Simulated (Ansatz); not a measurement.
# CdS: checking a database structure before trusting its electric field gradients

The cell is an entry of the Crystallography Open Database (COD), taken as it stands.

```xyz
2
Lattice="0.0000 2.9165 2.9165 2.9165 0.0000 2.9165 2.9165 2.9165 0.0000" Properties=species:S:1:pos:R:3 pbc="T T T"
Cd    0.0000    0.0000    0.0000
S     1.4583    1.4583    1.4583
```

Atom numbers follow the list; atoms alike are taken as one site, whose name carries the number of the first.

Level of theory: DFT, PBE, plane waves and PAW, scalar-relativistic, 420 eV cutoff, Γ-centred 13×13×13 k-points, Fermi–Dirac smearing 0.02 eV (Ansatz 0.2.0).

Problem. Do the atoms and the cell lie near the calculated equilibrium?

Solution. Nearly. The forces vanish, and the pressure is 2.8 GPa.
